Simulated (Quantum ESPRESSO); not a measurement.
The system is Be2C.

```xyz
3
Lattice="0.0000 2.1650 2.1650 2.1650 0.0000 2.1650 2.1650 2.1650 0.0000" Properties=species:S:1:pos:R:3 pbc="T T T"
C     0.0000    0.0000    0.0000
Be    3.2475    3.2475    3.2475
Be    1.0825    1.0825    1.0825
```

```yaml
Program: Quantum ESPRESSO 7.5
Task: single point
Functional: PBE
Potentials_or_basis: SSSP 1.3 efficiency PBE
Cutoff: 748 eV
Density_cutoff: 5987 eV
k_mesh: 11 × 11 × 11
Occupations: fermi-dirac, width 0.05 eV
Spin: no spin polarisation
```

On this cell: pressure 0.3 GPa; largest force zero by symmetry; band gap on the k mesh 1.26 eV, indirect (least direct gap 4.15 eV).

The same run follows on a disturbed copy (atoms moved at random, drawn with an rms of 0.05 Å):

```xyz
3
Lattice="0.0000 2.1650 2.1650 2.1650 0.0000 2.1650 2.1650 2.1650 0.0000" Properties=species:S:1:pos:R:3 pbc="T T T"
C     0.0317    0.0227   -0.0031
Be    3.2876    3.2612    3.2641
Be    1.0909    1.0972    1.0921
```

Task: What changes?

Result: The energy moves by +2.1 meV/atom; pressure 0.4 GPa; largest force 0.296 eV/Å; band gap on the k mesh 1.17 eV, indirect (least direct gap 4.06 eV).

Forces on the atoms (eV/Å):
```
C   -0.082 -0.081  0.169
Be  -0.211  0.050 -0.143
Be   0.294  0.031 -0.026
```

Stress tensor (GPa, compression positive):
```
 0.57 -0.08 -0.03
-0.08  0.37 -0.50
-0.03 -0.50  0.38
```

Caveats: an odd mesh through Γ misses points on the zone boundary, where band edges often lie.
